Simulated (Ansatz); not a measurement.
Results of dielectric-dependent PBE hybrid (PAW; Ansatz, a quantum-chemistry and plane-wave program) for fluorite SrF2.

Numerical settings: plane-wave cutoff 460 eV, 8×8×8 k mesh, Fermi–Dirac smearing 0.01 eV, scalar-relativistic PAW data made under PBE.

Cell (measured lattice):

```cif
data_F8Sr4
_chemical_formula_sum 'Sr4 F8'
_space_group_name_H-M_alt 'Fm-3m'
_space_group_IT_number 225
_space_group_name_Hall '-F 4 2 3'
_cell_length_a 5.79960
_cell_length_b 5.79960
_cell_length_c 5.79960
_cell_angle_alpha 90.000
_cell_angle_beta 90.000
_cell_angle_gamma 90.000
loop_
_atom_site_label
_atom_site_type_symbol
_atom_site_symmetry_multiplicity
_atom_site_Wyckoff_symbol
_atom_site_fract_x
_atom_site_fract_y
_atom_site_fract_z
_atom_site_occupancy
Sr1 Sr 4 a 0.00000 0.00000 0.00000 1
F1 F 8 c 0.25000 0.25000 0.25000 1
```
(The calculation used a cell of 3 atoms; values per cell refer to that cell.)

Task: Give the computed band gap and smallest direct gap on the k points sampled.

Result: 
- band gap = 12.03 eV (on the SCF k mesh)
- smallest direct gap on the k points sampled = 12.12 eV

Measured, for comparison: band gap 11.1 eV (temperature not stated, not corrected to a static lattice; as tabulated in Aguado et al. (1999), arXiv:cond-mat/9901145).

Note: cell and atoms aren't relaxed at this level (pressure -1.1 GPa).

Spin–orbit coupling is not included.

Computed values are for the static lattice.

Cost on a shared machine: roughly 2.4 core-minutes.
